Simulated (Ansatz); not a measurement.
# ZrSi2P4 monolayer in a perpendicular field, part 2 of 2

Wanted: the out-of-plane response of the ZrSi2P4 monolayer. A positive field points along +c.

Ansatz 0.2.0; plane-wave DFT, PBE-D3(BJ), Ansatz PAW (set soft_1); PAW set soft_1.

So far. Step 2 (Relaxing the slab): The lattice constant a goes from 3.480 to 3.578 Å.

## Step 3: Single point, field 0

A sawtooth potential applies the field, turning back in the middle of the vacuum. With the dipole correction the typed value is the field outside the slab. The induced dipole is small, so the SCF threshold is tight.

The cell differs from the one that the last finished run ended in (c 48.788 → 27.555 Å).

The input, input.yaml:

```yaml
crystal:
  lattice:
    - [3.5781171241, 0.0, 0.0]
    - [-1.789058562, 3.0987403272, 0.0]
    - [0.0, 0.0, 27.5554591094]
  atoms:
    - { symbol: P, position: [0.0, 0.0, 0.3266140464] }
    - { symbol: Si, position: [0.3333333333, 0.6666666667, 0.3622561863] }
    - { symbol: P, position: [0.3333333333, 0.6666666667, 0.4431231026] }
    - { symbol: Zr, position: [0.0, 0.0, 0.5] }
    - { symbol: P, position: [0.3333333333, 0.6666666667, 0.5568768974] }
    - { symbol: Si, position: [0.3333333333, 0.6666666667, 0.6377438137] }
    - { symbol: P, position: [0.0, 0.0, 0.6733859536] }
kpoints:
  mp_grid: { grid: [18, 18, 1] }
  band_path:
    path: [[0, 0, 0], [0.5, 0, 0], [0.33333333, 0.33333333, 0], [0, 0, 0]]
    npoints: 16
hamiltonian:
  xc: pbe
  dispersion: d3bj
  pseudopotentials: { kind: paw, azcp: { folder: soft_1 } }
scf:
  occupations: { method: fermi_dirac, width: 0.02585 }
  convergence: { dr2_threshold: 1.0e-10 }
efield:
  axis: 3
  dipole_correction: true
  ramp_position: 0.97
  ramp_width: 0.06
  amplitude: 0
output:
  dos: { projected: true, e_range: [-6, 5] }
  write_potential: true
  write_density: true
  volumetric_format: npy
  elf: true
```

Command:

```sh
ansatz run input.yaml --threads 2 --pin off --max-ram 3072MiB --backend cpu --events-out ev --progress --plain --runs-dir out
```

Numbers of over 12 decimals in the logs are rounded to 6 here.

What it wrote:

```text
[...]
Crystal: 7 atoms, lattice volume = 305.525 Å³
Basis set: ecut = 420 eV, 5883 PW (Γ)
Bands: 27, of which v1, the nominal top of the filled ones, is band 20 counted from 1 (19 counted from 0)
Symmetry: 6 space group operations
k-points: 37 of 324 (time reversal used)
[...]
SCF iter   1: F=—  HF=-8484.344942 eV  |F-HF|=—  |Δ(HF+E_count)|=         —  Δρ=3.13e-2  dr2=5.96e0  ethr=3.10e-3  p=0.000 e·Å  D=2.29e-14 V/Å  ΔV_dip=-0.00 eV  dr2_dipole=4.03e-8  V_vac-E_F(+/−)=7.50/7.50 eV  ⟨swp⟩=10.5  Hψ=7145  notcnv=0
efield: sawtooth ramp at fractional position 0.9700 (set: `efield.ramp_position`, or a place that a band, a saddle search or an elastic batch's reference lends), width 0.0600; the density the first Hamiltonian is built on has a dipole p = 0.000 e·Å; the dipole correction subtracts the counter field D = 2.29e-14 V/Å, which shifts the + side's vacuum level by -0.00 eV against the − side's; the planar-averaged density in the ramp window peaks in size at 1.4e-7 e/Å³
[...]
SCF iter   2: F=—  HF=-8483.920156 eV  |F-HF|=—  |Δ(HF+E_count)|=   4.25e-1  Δρ=1.90e-2  dr2=3.19e0  ethr=3.10e-3  p=0.000 e·Å  D=9.44e-6 V/Å  ΔV_dip=-0.00 eV  dr2_dipole=4.57e-7  V_vac-E_F(+/−)=4.97/4.97 eV  ⟨swp⟩=5.2  Hψ=2973  notcnv=0  defer=60
[...]
SCF iter  13: F=-8483.094842 eV  HF=-8483.094842 eV  |F-HF|=1.27e-11  |Δ(HF+E_count)|=  4.55e-11  Δρ=6.19e-8  dr2=2.58e-11  ethr=1.00e-12  p=-0.000 e·Å  D=-4.22e-7 V/Å  ΔV_dip=0.00 eV  dr2_dipole=6.44e-12  V_vac-E_F(+/−)=5.54/5.54 eV  ⟨swp⟩=14.1  Hψ=4649  notcnv=0
SCF 1 converged in 13 iterations: F = -8483.094842 eV  dr2 = 2.58e-11
[...]
NSCF: frozen V_eff on 49 k-points
efield: sawtooth ramp at fractional position 0.9700 (kept from the solve that this one continues, or follows in the run), width 0.0600; the density the first Hamiltonian is built on has a dipole p = -0.000 e·Å; the dipole correction subtracts the counter field D = -4.22e-7 V/Å, which shifts the + side's vacuum level by +0.00 eV against the − side's; the planar-averaged density in the ramp window peaks in size at 5.5e-8 e/Å³
WARN: The output density's exchange-correlation potential varies sharply where the density is thin. Do not read a vacuum level from v_tot or v_xc, or from such a field of the output density. On a cell that repeats whose density bears no net charge and no dipole along the vacuum's axis use v_es (v_loc + v_h of the components); under efield.dipole_correction with no amplitude use v_es + v_field, which holds any externa [...]
SCF converged after 13 iterations
Free energy (F): -8483.094842 eV
[...]
Internal energy: -8483.091862 eV  (E = F + TS)
E sigma→0 (E₀):  -8483.093352 eV
Entropy (-TS):   -0.002980 eV (-0.426 meV/atom)
Fermi energy:    0.417512 eV
Dipole field:    D = 0.000002 V/Å  (p = 0.000004 e·Å, saw-weighted, corrected)
Work function:   Φ+ = 5.5401 eV   Φ− = 5.5402 eV
Levels:          The Fermi level and band energies are counted from a zero that moves with the ramp; work functions are not
[...]
--- Band table (eV; the first three rows and the last of 37) ---
  k-point 0: bands = [... 16 lower, -0.5648, -0.4896, 0.4536, 0.4536, 1.1199, 2.9784, 3.1148, 3.3179, ... 3 higher]
  k-point 1: bands = [... 16 lower, -0.5764, -0.5022, 0.3741, 0.3913, 1.1558, 3.1463, 3.1687, 3.3947, ... 3 higher]
  k-point 2: bands = [... 16 lower, -0.5664, -0.5380, 0.1446, 0.2238, 1.1599, 2.9510, 3.0094, 3.5530, ... 3 higher]
  k-point 36: bands = [... 16 lower, -2.0722, -1.9437, -0.7371, 0.0031, 1.7185, 2.6687, 2.6773, 3.2970, ... 3 higher]
```

Elapsed: 28 s, on 2 threads of Arm Neoverse V2, shared host; peak memory 0.67 GiB; 56 s of CPU time.

Numbers from this step:

- energy at zero smearing: -8483.0934 eV
- work function, upper face: 5.540 eV
- dipole along the normal: 3.95e-6 e·Å

Running mean over a fixed 2.7 Å (it still follows the layers) of the planar mean; the ramp of the sawtooth is left out. Electron's electrostatic potential energy less the Fermi level against z:

z (Å), electron's electrostatic potential energy less the Fermi level (eV) and a bar from the least value:
```
      3.5       5.54 ##############################
      4.0       5.54 ##############################
      4.5       5.54 ##############################
      5.0       5.54 ##############################
      5.5       5.53 ##############################
      6.0       5.49 ##############################
      6.5       5.33 ##############################
      7.0       4.67 ############################
      7.5       2.73 ########################
      8.0      -0.07 ##################
      8.5      -2.90 ############
      9.0      -5.08 #######
      9.5      -6.17 #####
     10.0      -5.55 ######
     10.5      -4.35 #########
     11.0      -3.55 ###########
     11.5      -3.15 ###########
     12.0      -3.59 ##########
     12.5      -6.03 #####
     13.0      -8.22 
     13.5      -8.44 
     14.0      -8.42 
     14.5      -8.35 
     15.0      -6.34 #####
     15.5      -3.76 ##########
     16.0      -3.12 ###########
     16.5      -3.48 ###########
     17.0      -4.25 #########
     17.5      -5.41 ######
     18.0      -6.18 #####
     18.5      -5.28 #######
     19.0      -3.17 ###########
     19.5      -0.41 #################
     20.0       2.44 #######################
     20.5       4.53 ############################
     21.0       5.30 #############################
     21.5       5.48 ##############################
     22.0       5.53 ##############################
     22.5       5.54 ##############################
     23.0       5.54 ##############################
     23.5       5.54 ##############################
     24.0       5.54 ##############################
```

The density of states has structure finer than the step of the table below, so its rows give means over 0.25 eV, whole bins alone (the curve runs from -6 to 1.99 eV). Peaks (eV: height): -4.680: 11.8, -4.460: 11.1, -3.900: 8.58, -3.410: 7.54, -1.810: 7.41, -0.900: 10.6, -0.710: 7.64.

The density of states by energy, zero at the Fermi level; means over each step:

```tsv
energy (eV)	density of states (states/eV a cell)
-5.75	0.376
-5.50	0.363
-5.25	0.416
-5.00	1.25
-4.75	2.96
-4.50	5.35
-4.25	1.76
-4.00	4.86
-3.75	2.94
-3.50	3.83
-3.25	5.16
-3.00	4.32
-2.75	3.90
-2.50	3.98
-2.25	3.91
-2.00	4.81
-1.75	5.67
-1.50	4.62
-1.25	3.62
-1.00	7.03
-0.75	4.70
-0.50	3.80
-0.25	1.86
0.00	0.900
0.25	1.84
0.50	3.00
0.75	1.84
1.00	0.639
1.25	0.306
1.50	1.03
1.75	1.44
```

Projected DOS per atom over height of the atomic layer and energy from the Fermi level. Layers: P Si P Zr P Si P from below.

Ten even steps from '_' (0.01 states/eV) to '@' (1.71 states/eV), each cell a mean:
```
....______....
______________
______::______
______##______
____..@@..____
____..::..____
____==--==____
::__%%**%%__::
**__##**##__**
++..------..++
##..======..##
==..--::--..==
--::--::--::--
==----::----==
==--++--++--==
::::::..::::::
----==--==----
::--::..::--::
::::::__::::::
....______....
______________
______________
```
Columns: height of the atomic layer (Å) from 9 to 18.6 (not evenly spaced); rows upwards: energy from the Fermi level (eV) from -5.96 to 1.96.

The electronic bands at the labelled points (eV, zero at the Fermi level):

```tsv
point	band 17	band 18	band 19	band 20	band 21	band 22	band 23	band 24
Γ	-0.98	-0.91	0.04	0.04	0.70	2.56	2.70	2.90
halfway	-1.48	-1.01	-0.79	-0.53	0.38	1.93	2.01	3.07
M	-1.46	-1.36	-1.29	-0.12	0.02	1.38	1.41	2.71
halfway	-2.00	-1.59	-1.06	-0.68	0.67	2.48	2.70	3.07
K	-2.49	-2.36	-1.15	-0.41	1.30	2.25	2.26	2.88
halfway	-1.79	-1.12	-0.81	-0.69	0.45	2.59	3.12	3.18
Γ	-0.98	-0.91	0.04	0.04	0.70	2.56	2.70	2.90
```

Electrostatic potential energy in the ca plane at fractional y = 0.667, with atoms of Si and P within 0.2 Å of it. With pseudopotentials it is smooth inside the atoms' cores, unlike the true potential.

Ten even steps from '0' (-43 eV) to '9' (6 eV), each cell a mean:
```
99999999999999999998888899999998876789999999
99999999999999999998878899999998866789999999
99999999999999999999888889999998877788999999
99999999999999999999987667888667888887678887
99999999999999999999873113773003788862015763
99999999999999999999851652661000689840002651
99999999999999999999861332661001689850003751
99999999999999999999885336886336888875347875
99999999999999999999888788998888887888889998
```
Columns run along c (16.0 Å, from fractional 0.05 to 0.63 of the cell; values clipped at the 3rd and 97th percentile), rows up along a (3.6 Å). Atoms in or near the plane, at fractional coordinates: Si at (0.36, 0.33), P at (0.44, 0.33), P at (0.56, 0.33).

Valence density in the ca plane at fractional y = 0.667, with atoms of Si and P within 0.2 Å of it. It is the smooth field of the valence electrons, not physical close to the nuclei.

Ten even steps from '0' (0.00 e/Å³) to '9' (0.74 e/Å³), each cell a mean:
```
00000000123443210011222343222110012344321000
00000000123443210001122454221100012344321000
00000000123444211112333333333211112444321000
00000000012455432346764323477643234554210000
00000000002354345687896323798786543453100000
00000000001332258993277424772499842233100000
00000000001343257895587324784598742343100000
00000000012455444468985323689864444554210000
00000000012454321224543323345422123454210000
```
Columns run along c (16.0 Å, from fractional 0.18 to 0.76 of the cell), rows up along a (3.6 Å). Atoms in or near the plane, at fractional coordinates: Si at (0.36, 0.33), P at (0.44, 0.33), P at (0.56, 0.33), Si at (0.64, 0.33).

ELF in the ca plane at fractional y = 0.667, with atoms of Si and P within 0.2 Å of it. It is the smooth field of the valence electrons, not physical close to the nuclei.

Ten even steps from '0' (0.00) to '9' (0.91), each cell a mean:
```
00000136777776421123431121134321125677777531
00000146787665410012211222112210014566787641
00000124677787632246752111367642236787766421
00000001245788655678996213799876557887542100
00000000013665468984588424885589864565310000
00000000002334469970037525730079964433200000
00000000012444469971157425751279964444210000
00000000124787567887897314898788755786421000
00000013456788643468884111588864347887654310
```
Columns run along c (16.0 Å, from fractional 0.18 to 0.76 of the cell), rows up along a (3.6 Å). Atoms in or near the plane, at fractional coordinates: Si at (0.36, 0.33), P at (0.44, 0.33), P at (0.56, 0.33), Si at (0.64, 0.33).

The work function of the upper face is 5.54 eV.

## Step 4: Atoms held, field 0.1 V/Å

input.yaml: that of step 3 with these lines changed.

```diff
@@ -28,7 +28,6 @@
   dipole_correction: true
-  ramp_position: 0.97
-  ramp_width: 0.06
-  amplitude: 0
+  ramp_position: 0.9554
+  ramp_width: 0.0893
+  amplitude: 0.1
 output:
-  dos: { projected: true, e_range: [-6, 5] }
   write_potential: true
@@ -36,2 +35 @@
   volumetric_format: npy
-  elf: true
```

What it wrote:

```text
[...]
Crystal: 7 atoms, lattice volume = 305.525 Å³
Basis set: ecut = 420 eV, 5883 PW (Γ)
Bands: 27, of which v1, the nominal top of the filled ones, is band 20 counted from 1 (19 counted from 0)
Symmetry: 6 space group operations
k-points: 37 of 324 (time reversal used)
[...]
k-point 0: bands = [... 16 lower, -0.5642, -0.4899, 0.4532, 0.4532, 1.1196, 2.9743, 3.1180, 3.3078, ... 3 higher]
  k-point 1: bands = [... 16 lower, -0.5763, -0.5025, 0.3737, 0.3910, 1.1554, 3.1358, 3.1778, 3.3900, ... 3 higher]
  k-point 2: bands = [... 16 lower, -0.5667, -0.5383, 0.1442, 0.2234, 1.1596, 2.9450, 3.0143, 3.5516, ... 3 higher]
  k-point 36: bands = [... 16 lower, -2.0726, -1.9442, -0.7379, 0.0032, 1.7180, 2.6680, 2.6767, 3.2966, ... 3 higher]
[key lines of the parts left out:]
SCF converged after 13 iterations
Free energy (F): -8483.098362 eV
Fermi energy:    0.417108 eV
Dipole field:    D = 0.041698 V/Å  (p = 0.070405 e·Å, saw-weighted, corrected)
```

It took 27 s on 2 threads; peak memory 0.64 GiB.

The dipole is 0.0704 e·Å.

## Step 5: Atoms held, field -0.1 V/Å

input.yaml: that of step 4 with these lines changed.

```diff
@@ -30,3 +30,3 @@
   ramp_width: 0.0893
-  amplitude: 0.1
+  amplitude: -0.1
 output:
```

What it wrote:

```text
[...]
Crystal: 7 atoms, lattice volume = 305.525 Å³
Basis set: ecut = 420 eV, 5883 PW (Γ)
Bands: 27, of which v1, the nominal top of the filled ones, is band 20 counted from 1 (19 counted from 0)
Symmetry: 6 space group operations
k-points: 37 of 324 (time reversal used)
[...]
k-point 0: bands = [... 16 lower, -0.5640, -0.4898, 0.4534, 0.4534, 1.1197, 2.9745, 3.1181, 3.3080, ... 3 higher]
  k-point 1: bands = [... 16 lower, -0.5761, -0.5024, 0.3739, 0.3911, 1.1556, 3.1360, 3.1780, 3.3902, ... 3 higher]
  k-point 2: bands = [... 16 lower, -0.5665, -0.5381, 0.1444, 0.2236, 1.1597, 2.9452, 3.0145, 3.5518, ... 3 higher]
  k-point 36: bands = [... 16 lower, -2.0724, -1.9441, -0.7377, 0.0034, 1.7181, 2.6681, 2.6769, 3.2967, ... 3 higher]
[key lines of the parts left out:]
SCF converged after 13 iterations
Free energy (F): -8483.098362 eV
Fermi energy:    0.417269 eV
Dipole field:    D = -0.041698 V/Å  (p = -0.070404 e·Å, saw-weighted, corrected)
```

Run time: 28 s. Hardware: 2 threads; peak memory 0.64 GiB.

The dipole is -0.0704 e·Å.

## Step 6: Response, atoms held

This step: plane-wave DFT, PBE-D3(BJ), Ansatz PAW (set soft_1); response to a field along the normal, atoms held; PAW set soft_1 (Ansatz 0.2.0).

The dipoles give the slope, and the difference of two potentials shows where the field is screened.

This step gave:

```yaml
equivalent_conductor_thickness_p_eps_0ae: 11.49 Å
distance_between_the_outer_atoms: 9.555 Å
```

Table of dipole of the cell by applied field:

```tsv
applied field (V/Å)	dipole of the cell (e·Å)
-0.1000	-0.0704
0.0000	3.9e-6
0.1000	0.0704
```

Local field over the applied field, running mean. From the potentials at -0.1 and 0.1 V/Å; running mean over 2.5 Å. The local field over applied field by z:

z (Å), local field over applied field and a bar:
```
      4.5      0.998 ##############################
      5.0      0.995 ##############################
      5.5      0.986 ##############################
      6.0      0.960 #############################
      6.5      0.899 ###########################
      7.0      0.782 #######################
      7.5      0.617 ##################
      8.0      0.440 #############
      8.5      0.266 #######
      9.0      0.134 ###
      9.5      0.079 ##
     10.0      0.070 #
     10.5      0.071 #
     11.0      0.077 ##
     11.5      0.067 #
     12.0      0.039 
     12.5      0.029 
     13.0      0.031 
     13.5      0.024 
     14.0      0.023 
     14.5      0.030 
     15.0      0.030 
     15.5      0.037 
     16.0      0.064 #
     16.5      0.078 ##
     17.0      0.071 #
     17.5      0.070 #
     18.0      0.077 ##
     18.5      0.124 ###
     19.0      0.248 #######
     19.5      0.420 ############
     20.0      0.598 ##################
     20.5      0.765 #######################
     21.0      0.889 ###########################
     21.5      0.956 #############################
     22.0      0.984 ##############################
     22.5      0.995 ##############################
     23.0      0.998 ##############################
```

The induced electron density oscillates, so the rows of the table below give means over windows of 1 Å about each position, cut where the curve ends. Its maxima inside the range that stand out by 2 % of the span (Å: e/Å³ per V/Å): 7.9: 0.00358, 9.3: 9.3e-4, 11.1: 7.4e-4, 12.2: 7.6e-4, 14.4: 0.00106, 15.9: -2.0e-4, 17.4: 0.00151, 18.7: -5.3e-4. Its minima: 8.9: 5.3e-4, 10.2: -0.00151, 11.6: 2.0e-4, 13.2: -0.00106, 15.4: -7.6e-4, 16.5: -7.4e-4, 18.2: -9.3e-4, 19.7: -0.00358.

Electrons, planar mean, per unit field. Table of induced electron density by z; means over each step:

```tsv
z (Å)	induced electron density (e/Å³ per V/Å)
5	2.5e-5
6	2.2e-4
7	0.00140
8	0.00305
9	8.4e-4
10	-8.0e-4
11	4.1e-4
12	4.8e-4
13	-5.2e-4
14	4.1e-4
15	-1.9e-4
16	-4.3e-4
17	3.7e-4
18	-9.0e-5
19	-0.00171
20	-0.00273
21	-6.6e-4
22	-8.7e-5
23	-9.6e-6
```

By hand: between -0.1 and 0.1 V/Å the dipole changes by 0.1408 e·Å, a slope of 0.7040 e·Å²/V. A perfect conductor of thickness t has p = ε₀AEt, so t = 180.95 × 0.7040 / 11.088 = 11.49 Å (e/ε₀ = 180.95 V·Å, A in Å²).

The induced dipole is that of a conductor 11.49 Å thick.

## Step 7: Summary of results

| Property | Result |
| --- | --- |
| gap without field | none |
| work function, upper face | 5.54 eV |
| equivalent conductor thickness, atoms held | 11.5 Å |

The induced dipole equals that of a perfect conductor 11.49 Å thick, while the outer atoms lie 9.56 Å apart. There is no gap over 0.03 eV, with or without the field. The main runs have no spin polarisation; a magnetic state could lie lower and would change these results. Spin-orbit coupling is left out. The outer anions sit over the metal atoms, one of several polytypes of such layers and not the lowest for every compound.

[Logs are printed without paths, hosts, clocks, repeated set-up lines and the standing remarks that a program may print on its own settings, such as how far it seeks lower states.]

[Hosts, paths, dates, database ids (printed as entryN), source tags and the programs' standing remarks are cut or masked in the printed files.]

[Maps of the electrostatic potential energy from Ansatz leave out the sawtooth potential of an applied field or a dipole correction, so their vacuum need not be flat; planar profiles and work functions include it.]

[The density of states shown here was stored with 400 of the rows of the run's finer table, so its peaks can read low, often by over a quarter, or be missed, and its means over a window can be off by a tenth or more.]
